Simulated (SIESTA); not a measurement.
Runs of SIESTA 5.4.2 on SrCl2. Symmetry: Fm-3m, No. 225, cubic system. The conventional cell has a = 6.977 Å, b = 6.977 Å, c = 6.977 Å, α = 90.00°, β = 90.00°, γ = 90.00°. Around Sr (site symmetry m-3m) lie 8 Cl at 3.02 Å. Around Cl (site symmetry -43m) lie 4 Sr at 3.02 Å. 

```csv
task,level,potentials or basis,broadening (eV),window to (eV),polarisation,direction,optical mesh offset,gap on the mesh (eV),pressure (GPa)
band structure,PBE,"PseudoDojo 0.4 standard (PBE files), DZP (energy shift 0.003 Ry; two zetas on semicore shells; d shell added on Sr)",-,-,-,-,-,5.50,1.2
band structure,LDA,"PseudoDojo 0.4 standard (LDA files), DZP (energy shift 0.003 Ry; two zetas on semicore shells; d shell added on Sr)",-,-,-,-,-,5.06,-2.7
optical spectrum,PBE,"PseudoDojo 0.4 standard (PBE files), DZP (energy shift 0.003 Ry; two zetas on semicore shells; d shell added on Sr)",0.1 eV,30 eV,polarized,1.0 0.0 0.0,true,5.50,1.2
band structure,PBEsol,"PseudoDojo 0.4 standard (PBEsol files), DZP (energy shift 0.003 Ry; two zetas on semicore shells; d shell added on Sr)",-,-,-,-,-,(a),-0.8
```

Alike in all rows: no spin polarisation; cell as given; k mesh 7 × 7 × 7; smearing fermi-dirac 0.05 eV; grid cutoff 800 Ry; energy shift 0.003 Ry.

Problem. Estimate the missing entries.

Solution. (a) 5.32.

Caveats: the basis of atomic orbitals isn't converged, which shifts pressures, moduli and gaps; the basis holds too few empty states to meet the f-sum rule, so the spectrum is short of weight at high energy (some runs); spectra need much finer meshes, so this one isn't converged (some runs); independent-particle spectra lack excitons (some runs); an odd mesh through Γ misses points on the zone boundary, where band edges often lie (some runs).

A k mesh can miss the band edges, and the runs leave out spin-orbit coupling on Sr.
